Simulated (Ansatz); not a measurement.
# P_Ga in GaP (F-43m): which k-points does the level need?

Aim: the (+2/+1) level of P_Ga in GaP (F-43m) as a function of the k-point sampling, with the cost of each choice. The model is a cell of 72 host atoms with 1 Ga taken out and 1 P put in; the atoms are relaxed once and then held.

Main program and level: Ansatz 0.2.0; plane-wave PAW DFT; relaxations with PBEsol, then single points with PBEsol, on supercells at fixed charge in a uniform background.

This is a report of a sequence of runs, with most program output left out.

### Step 1. Set-up

The cell holds 72 atoms: 35 Ga and 37 P. Cell: a = 11.538 Å, b = 11.538 Å, c = 15.383 Å, α = 60.0°, β = 60.0°, γ = 60.0°. It derives from GaP (space group F-43m). Nearest the centre at fractional (0.333, 0.667, 0.500): P45 at 0.00 Å, P20 at 2.36 Å, P14 at 2.36 Å, P36 at 2.36 Å, P12 at 2.36 Å, Ga29 at 3.85 Å, Ga5 at 3.85 Å, Ga21 at 3.85 Å. The cell carries charge +2.

Screening for the image-charge correction: ε∞ = 10.63, ε0 = 12.62, computed on the host (DFPT, PBEsol).

The cell's shortest repeat is 11.5 Å.

### Step 2. Relaxing both charge states, PBEsol

The study needs fixed structures, so each charge is relaxed once, at one point at (¼, ¼, ¼), from small random displacements that break the symmetry of the site.

qp2.relax/input.yaml reads:

```yaml
crystal:
  lattice:
    - [0.0, 2.71944311, 2.71944311]
    - [2.71944311, 0.0, 2.71944311]
    - [2.71944311, 2.71944311, 0.0]
  atoms:
    - { symbol: Ga, position: [0.0, 0.0, 0.0] }
    - { symbol: P, position: [0.75, 0.75, 0.75] }
  supercell: [3, 3, 4]
  defects: [{ substitution: { at: 44, symbol: P } }]
total_charge: 2
basis:
  ecutwfc: 420
  xc_grid: 2
hamiltonian:
  xc: pbesol
  pseudopotentials: { kind: paw, azcp: { folder: soft_1 }, xc_functional: pbe }
kpoints:
  mp_grid: { grid: [1, 1, 1], shift: [0.25, 0.25, 0.25] }
scf:
  occupations: { method: fixed }
  max_iter: 60
output:
  forces: true
  charged_corrections:
    epsilon: 10.63
    static_epsilon: 12.62
    defect_position: [0.333333, 0.666667, 0.5]
relax:
  f_tol: 0.015
  max_steps: 60
  random_displacement: { amplitude: 0.04, seed: 2224 }
checkpoint:
  write: "../qp2.relax.run"
  compress: false
  write_wavefunctions: true
  write_every: 100000
```

The run is started by

```console
$ ansatz run input.yaml --threads 32 --pin off --max-ram 84787MiB --backend cuda --events-out ev --progress --plain --runs-dir out --max-vram 78GiB
```

Elapsed: 4.6 s, on 1 × NVIDIA GB200 with 32 threads of Arm Neoverse V2, shared host; peak memory 1.8 GiB.

Step by step:

```
step  energy less that of the first step (eV)  largest force component (eV/Å)
   1                                   0.0000                          1.0239
   2                                  -0.8505                          0.5409
   3                                  -0.9983                          0.2110
   4                                  -1.0140                          0.0205
   5                                  -1.0144                          0.0062
```

The atoms that moved most (Å, from the sites as typed, ahead of the random displacement, the mean shift of all atoms taken out):

```
atom      dx      dy      dz  length
 P14  -0.068  -0.068   0.072   0.120
 P12   0.054   0.053   0.070   0.103
 P20  -0.057   0.057  -0.051   0.095
 P36   0.056  -0.056  -0.051   0.095
Ga43  -0.010  -0.010   0.066   0.068
Ga29   0.018   0.064   0.011   0.067
Ga69   0.063   0.017   0.010   0.066
Ga21   0.056  -0.010  -0.016   0.059
```

Neighbours of P45 at the end:

```
atom  distance (Å)
 P14         2.227
 P12         2.260
 P20         2.261
 P36         2.261
Ga39         3.846
Ga23         3.846
Ga67         3.855
 Ga5         3.856
Ga27         3.856
Ga61         3.857
Ga69         3.861
Ga29         3.862
Ga37         3.867
Ga47         3.867
Ga21         3.869
Ga43         3.870
```

```
charge  moment set (μB)  steps  largest displacement (Å)   time
    +1                1      6                      0.12  6.2 s
    +2                0      5                      0.12  4.6 s
```

The relaxation ends 14 meV an atom lower than the displaced start, with a largest force component of 0.0062 eV/Å.

### Step 3. First setting: the zone centre alone

The defect state overlaps with its images and forms a narrow band, so the k-points decide which part of that band enters the energy. A point off the zone centre usually averages it better, but needs complex orbitals and more time.

qp2.kg/input.yaml reads:

```yaml
crystal:
  checkpoint: "../qp2.relax.run"
  host: checkpoint
total_charge: 2
basis:
  ecutwfc: 420
  xc_grid: 2
hamiltonian:
  xc: pbesol
  pseudopotentials: { kind: paw, azcp: { folder: soft_1 }, xc_functional: pbe }
kpoints:
  mp_grid: { grid: [1, 1, 1] }
scf:
  occupations: { method: fixed }
  max_iter: 60
output:
  forces: true
  charged_corrections:
    epsilon: 10.63
    static_epsilon: 12.62
    defect_position: [0.333333, 0.666667, 0.5]
  eigenvalues: true
checkpoint:
  read: "../qp2.relax.run"
  write: "../qp2.kg.run"
  compress: false
  write_wavefunctions: false
  write_every: 100000
```

Run time: 2.1 s. Hardware: 1 × NVIDIA GB200 with 32 threads; peak memory 1.4 GiB; 4.4 s of CPU time.

Both charges and the host at this setting go to place-levels, which corrects for the image charge and aligns the potentials.

levels.kg.yaml reads:

```yaml
host:
  run: host.kg.run
states: [qp1_M1.kg.run, qp2.kg.run]
geometry_from:
  qp1_M1.kg.run: qp1_M1.relax.run
  qp2.kg.run: qp2.relax.run
  host.kg.run: host.relax.run
chemical_potentials:
  Ga:
    energy: -3743.205341
    dataset: <sha256 of the dataset>
  P:
    energy: -740.035429
    dataset: "<sha256 of the dataset>"
```

The run is started by

```console
$ ansatz place-levels levels.kg.yaml -- --threads 32 --pin off --max-ram 84787MiB
```

Wall time 0.18 s (32 threads).

At this setting the gap is 1.395 eV and (+2/+1) lies 0.040 eV above the valence top.

### Step 4. The other settings

In the defect's inputs only the studied keys change. One input of each further setting:

qp2.kq/input.yaml, as its differences from qp2.kg/input.yaml of step 3:

```diff
@@ -11,3 +11,3 @@
 kpoints:
-  mp_grid: { grid: [1, 1, 1] }
+  mp_grid: { grid: [1, 1, 1], shift: [0.25, 0.25, 0.25] }
 scf:
@@ -24,3 +24,3 @@
   read: "../qp2.relax.run"
-  write: "../qp2.kg.run"
+  write: "../qp2.kq.run"
   compress: false
```

qp2.km0/input.yaml, as its differences from qp2.kq/input.yaml of step 4:

```diff
@@ -11,3 +11,3 @@
 kpoints:
-  mp_grid: { grid: [1, 1, 1], shift: [0.25, 0.25, 0.25] }
+  mp_grid: { grid: [2, 2, 2] }
 scf:
@@ -24,3 +24,3 @@
   read: "../qp2.relax.run"
-  write: "../qp2.kq.run"
+  write: "../qp2.km0.run"
   compress: false
```

qp2.kms/input.yaml, as its differences from qp2.km0/input.yaml of step 4:

```diff
@@ -11,3 +11,3 @@
 kpoints:
-  mp_grid: { grid: [2, 2, 2] }
+  mp_grid: { grid: [2, 2, 2], shift: [0.5, 0.5, 0.5] }
 scf:
@@ -24,3 +24,3 @@
   read: "../qp2.relax.run"
-  write: "../qp2.km0.run"
+  write: "../qp2.kms.run"
   compress: false
```

qp2.km3/input.yaml, as its differences from qp2.kms/input.yaml of step 4:

```diff
@@ -11,3 +11,3 @@
 kpoints:
-  mp_grid: { grid: [2, 2, 2], shift: [0.5, 0.5, 0.5] }
+  mp_grid: { grid: [3, 3, 3] }
 scf:
@@ -24,3 +24,3 @@
   read: "../qp2.relax.run"
-  write: "../qp2.kms.run"
+  write: "../qp2.km3.run"
   compress: false
```

qp2.km4/input.yaml, as its differences from qp2.km3/input.yaml of step 4:

```diff
@@ -11,3 +11,3 @@
 kpoints:
-  mp_grid: { grid: [3, 3, 3] }
+  mp_grid: { grid: [4, 4, 4], shift: [0.5, 0.5, 0.5] }
 scf:
@@ -24,3 +24,3 @@
   read: "../qp2.relax.run"
-  write: "../qp2.km3.run"
+  write: "../qp2.km4.run"
   compress: false
```

### Step 5. Result against cost

Times of the states on 1 × NVIDIA GB200 with 32 threads of Arm Neoverse V2, shared host; the host is run again at each setting, small cells on the processor where the program's card isn't needed:

```
        k-point sampling  gap (eV)  (+2/+1) above the valence top (eV)  under the conduction bottom (eV)  level less that at a 4×4×4 shifted mesh (meV)  time, both charge states  time, host and placing  peak memory of a state (GiB)
   the zone centre alone     1.395                               0.040                             1.355                                           -457                       5 s                    82 s                           1.5
one point at (¼, ¼, ¼) *     1.430                               0.321                             1.109                                           -176                     4.7 s                    70 s                           1.8
  a 2×2×2 Γ-centred mesh     1.435                               0.428                             1.008                                            -69                     7.3 s                    83 s                           1.9
    a 2×2×2 shifted mesh     1.441                               0.515                             0.925                                             19                     7.1 s                    83 s                           1.9
  a 3×3×3 Γ-centred mesh     1.438                               0.493                             0.946                                             -4                      16 s                    90 s                           2.2
    a 4×4×4 shifted mesh     1.439                               0.497                             0.942                                              0                      32 s                    97 s                           2.5
```

* started from the relaxation's converged state in the same settings, so its time is no fair cost.

### Step 6. Summary of results

| Quantity | Value |
| --- | --- |
| (plus 2/plus 1) level, the zone centre alone | 0.04 eV |
| (plus 2/plus 1) level, one point at (¼, ¼, ¼) | 0.32 eV |
| (plus 2/plus 1) level, a 2×2×2 Γ-centred mesh | 0.43 eV |
| (plus 2/plus 1) level, a 2×2×2 shifted mesh | 0.52 eV |
| (plus 2/plus 1) level, a 3×3×3 Γ-centred mesh | 0.49 eV |
| (plus 2/plus 1) level, a 4×4×4 shifted mesh | 0.50 eV |

**Reading.** Over the settings in the table the level spans 0.475 eV; a 2×2×2 shifted mesh and a 3×3×3 Γ-centred mesh lie within 0.02 eV of the reference (a 4×4×4 shifted mesh, 0.50 eV). The largest miss of the level above the valence top is 457 meV, with the zone centre alone. In a reference run the bands overlap at the filling edge, so the reference itself is in doubt. Only the charges +1 and +2 were run, each from one start, so (+2/+1) need not be a change between stable states. With nearly degenerate levels at the filling edge in most or all rows, agreement between settings doesn't show that the state itself is settled. At a 2×2×2 Γ-centred mesh, a 2×2×2 shifted mesh, a 3×3×3 Γ-centred mesh and a 4×4×4 shifted mesh a state has next to no gap at its filling edge, or overlapping levels, which makes the level less certain. Keep in mind: PBEsol makes the gap too small and tends to spread out bound carriers; force components of up to 0.27 eV/Å remain in a run at the final settings.

[Logs are printed without paths, hosts, clocks, repeated set-up lines and the standing remarks that a program may print on its own settings, such as how far it seeks lower states.]

[Hosts, paths, dates, database ids (printed as entryN), source tags and the programs' standing remarks are cut or masked in the printed files.]

[Where a table of states has a column of steps, it counts the stored structures, which are thinned; the runs took as many ionic steps or more.]

[For some hosts the program warned that the k-mesh of the response run may be too coarse for force constants and the static dielectric constant; such warnings are not shown here.]
